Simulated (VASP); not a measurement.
## VASP 6.6.1 run: KCl

INCAR

```
ISIF = 2
NBANDS = 15
ENCUT = 520
EDIFF = 1E-7
LWAVE = .FALSE.
LCHARG = .FALSE.
NSW = 0
METAGGA = MS2
NELM = 120
ALGO = Normal
PREC = Accurate
IBRION = -1
ISPIN = 2
SIGMA = 0.01
LREAL = .FALSE.
LASPH = .TRUE.
ISMEAR = 0
MAGMOM = 2 2
```

KPOINTS

```
KPOINTS created by Atomic Simulation Environment
0
Gamma
6 6 6
0 0 0
```

POSCAR

```
K  Cl
 1.0000000000000000
     0.0911893536000000    3.5984721839999998    3.5984721839999998
     3.5984721839999998    0.0911893536000000    3.5984721839999998
     3.5984721839999998    3.5984721839999998    0.0911893536000000
 K   Cl
   1   1
Cartesian
  0.0177569625137219  0.0177569625137219  0.0177569625137219
  1.8042764678862773  1.8042764678862775  1.8042764678862775
```

The recommended PBE PAW datasets give the neutral cell 16 valence electrons.

Command

```
mpirun -np 1 vasp_std
```

Task: Predict the outcome of this run.

Result: It converged. Results: pressure -0.4 GPa; magnetic moment of the cell 0.00 μB.

OSZICAR

```
N       E                     dE             d eps       ncg     rms          rms(c)
DAV:   1     0.833474791552E+02    0.83347E+02   -0.62082E+03  1920   0.824E+02
DAV:   2    -0.136214470786E+02   -0.96969E+02   -0.88275E+02  2567   0.214E+02
DAV:   3    -0.215018332896E+02   -0.78804E+01   -0.77039E+01  2809   0.556E+01
DAV:   4    -0.219134717350E+02   -0.41164E+00   -0.41000E+00  2472   0.119E+01
DAV:   5    -0.219201464902E+02   -0.66748E-02   -0.66696E-02  2832   0.161E+00    0.140E+01
DAV:   6    -0.165405815061E+02    0.53796E+01   -0.37762E+01  2229   0.433E+01    0.110E+01
DAV:   7    -0.167911874094E+02   -0.25061E+00   -0.51811E+00  2705   0.196E+01    0.564E+00
DAV:   8    -0.168135699630E+02   -0.22383E-01   -0.15449E-01  3048   0.309E+00    0.255E+00
DAV:   9    -0.168716098148E+02   -0.58040E-01   -0.10117E-01  2855   0.263E+00    0.161E+00
DAV:  10    -0.169482563914E+02   -0.76647E-01   -0.13981E-01  2494   0.340E+00    0.108E+00
DAV:  11    -0.169630042603E+02   -0.14748E-01   -0.15098E-02  3064   0.124E+00    0.676E-01
DAV:  12    -0.169725537289E+02   -0.95495E-02   -0.29719E-02  2179   0.156E+00    0.346E-01
DAV:  13    -0.169739787055E+02   -0.14250E-02   -0.50054E-03  2672   0.705E-01    0.264E-01
DAV:  14    -0.169741293882E+02   -0.15068E-03   -0.83010E-04  2410   0.326E-01    0.137E-01
DAV:  15    -0.169742305354E+02   -0.10115E-03   -0.18802E-04  2264   0.123E-01    0.568E-02
DAV:  16    -0.169742571857E+02   -0.26650E-04   -0.29296E-05  2562   0.581E-02    0.354E-02
DAV:  17    -0.169742697375E+02   -0.12552E-04   -0.20500E-05  2129   0.492E-02    0.217E-02
DAV:  18    -0.169742742237E+02   -0.44862E-05   -0.10973E-05  2547   0.326E-02    0.980E-03
DAV:  19    -0.169742742570E+02   -0.33227E-07   -0.37284E-07  2145   0.543E-03
   1 F= -.16974274E+02 E0= -.16974274E+02  d E =-.375047E-21  mag=    -0.0000
```

Standard output (part)

```
POSCAR found type information on POSCAR K Cl
 POSCAR found :  2 types and       2 ions
 LDA part: xc-table for (None), standard interpolation
 POSCAR, INCAR and KPOINTS ok, starting setup
 WAVECAR not read
 entering main loop
```

For comparison, a separate r²SCAN run of the intended cell, on usual settings and not on those above, gives a gap of 5.26 eV on its mesh and a pressure of -0.5 GPa.
